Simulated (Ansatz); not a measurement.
AgCl built on the zincblende prototype, relaxed with r2SCAN: 5 runs in the plane-wave code Ansatz, each a calculation of independent-particle optics. It is cubic, F-43m (No. 216); a = 5.986 Å in the conventional setting, 26.82 Å³ an atom. Ag is surrounded by 4 Cl at 2.59 Å; Cl is surrounded by 4 Ag at 2.59 Å. Values at 0 K without nuclear motion; spin polarisation is off, and the phase may be a hypothetical one.

```
Ag Cl
1.0
     0.00000    2.99325    2.99325
     2.99325    0.00000    2.99325
     2.99325    2.99325    0.00000
Ag Cl
1 1
Direct
  0.00000 0.00000 0.00000
  0.25000 0.25000 0.25000
```

On meshes this coarse, single peaks can be features of the mesh. No local fields, no excitons; the zone sum runs over the cells of the mesh, and ε∞ includes the bands left out of the spectrum. Up to four peaks are listed, those above 15 % of the tallest and inside the complete range; the four can differ from row to row. Rows marked drawn have settings drawn at random (some not listed).

| functional | k mesh | broadening (eV) | scissors (eV) | range (eV) | settings | direct gap on the mesh before scissors (eV) | ε∞ xx | ε∞ yy | ε∞ zz | complete up to (eV) | tallest peaks of mean ε₂ (eV) |
| --- | --- | --- | --- | --- | --- | --- | --- | --- | --- | --- | --- |
| r2SCAN | 6×6×6 | 0.1 | 0.00 | 0–13 | chosen | 1.65 | 3.74 | 3.74 | 3.74 | 13.0 | 7.55 8.45 9.15 9.70 |
| PBE | 6×6×6 | 0.1 | 1.46 (to HSE06) | 0–13 | chosen | 1.25 | 3.59 | 3.59 | 3.59 | 13.0 | 8.65 9.40 10.15 11.80 |
| r2SCAN | 6×6×6 | 0.03 | 0.30 | 0–6 | drawn | 1.65 | 3.63 | 3.63 | 3.63 | 6.0 | 2.75 3.60 5.15 5.95 |
| PBEsol | 4×4×4 | 0.15 | 0.30 | 2–15 | drawn | 1.10 | 4.21 | 4.21 | 4.21 | 15.0 | 6.40 7.40 8.80 10.60 |

**Question.** Estimate from these rows what the further settings give.
```
functional  k mesh  broadening (eV)  scissors (eV)  range (eV)  settings
       PBE   6×6×6              0.1           0.00        0–13    chosen
```

**Answer.**

| functional | k mesh | broadening (eV) | scissors (eV) | range (eV) | settings | direct gap on the mesh before scissors (eV) | ε∞ xx | ε∞ yy | ε∞ zz | complete up to (eV) | tallest peaks of mean ε₂ (eV) |
| --- | --- | --- | --- | --- | --- | --- | --- | --- | --- | --- | --- |
| PBE | 6×6×6 | 0.1 | 0.00 | 0–13 | chosen | 1.25 | 4.18 | 4.18 | 4.18 | 13.0 | 7.20 7.95 8.70 10.35 |

Spin-orbit coupling is left out.
